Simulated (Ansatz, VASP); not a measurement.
CsH: VASP beside Ansatz

File INCAR:

```
SYSTEM = CsH
PREC = Accurate ; ENCUT = 520
EDIFF = 1E-7 ; ISMEAR = 0
SIGMA = 0.05 ; LREAL = .False.
LASPH = .True. ; NELM = 60
ALGO = Normal ; ISIF = 2
LWAVE = .False. ; LCHARG = .True.
LELF = .True. ; LVHAR = .True.
NBANDS = 12
```

KPOINTS

```
regular mesh
0
Gamma
  8 8 8
  0 0 0
```

The input POSCAR:

```
CsH
1.0
    3.8184085400      0.0000000000      0.0000000000
    0.0000000000      3.8184085400      0.0000000000
    0.0000000000      0.0000000000      3.8184085400
Cs H
1 1
Direct
    0.0000000000      0.0000000000      0.0000000000
    0.5000000000      0.5000000000      0.5982084541
```

Input for Ansatz:

```yaml
crystal:
  lattice:
    - [3.81840854, 0.0, 0.0]
    - [0.0, 3.81840854, 0.0]
    - [0.0, 0.0, 3.81840854]
  atoms:
    - { symbol: Cs, position: [0.0, 0.0, 0.0] }
    - { symbol: H, position: [0.5, 0.5, 0.5982084541] }
basis:
  ecutwfc: 420
kpoints:
  mp_grid: { grid: [8, 8, 8] }
hamiltonian:
  xc: lda
scf:
  occupations: { method: gaussian, width: 0.05 }
output:
  forces: true
  stress: true
  eigenvalues: true
```

Change from the starting cell: all H atoms moved +0.375 Å, as atom 2 along Cartesian [0 0 1].

Alike in both runs: task single point; functional LDA; k mesh 8 × 8 × 8; occupations gaussian, width 0.05 eV; no spin polarisation.

```csv
,VASP,Ansatz
version,VASP 6.6.1,Ansatz 0.2.0
potentials or method,"VASP PAW LDA potentials, release 64 (Cs_sv, H)","scalar-relativistic, plane waves, PAW"
plane-wave cutoff (eV),520,420
valence electrons in the cell,10,10
```

```csv
,VASP,Ansatz,Ansatz less VASP
gap on the k mesh at the Fermi level (eV),2.50,2.52,+0.021
least direct gap on the mesh (eV),2.53,2.54,+0.010
pressure (GPa),-1.5,-1.6,-0.05
largest component of the traceless stress (GPa),0.12,0.12,+0.005
rms of the force components (eV/Å),0.072,0.070,-0.0020
```

Atom by atom the forces differ by 0.002 eV/Å (rms over components).

Caveats: spin-orbit coupling is left out, which moves the levels of the heavy elements. A k mesh can miss the band edges.
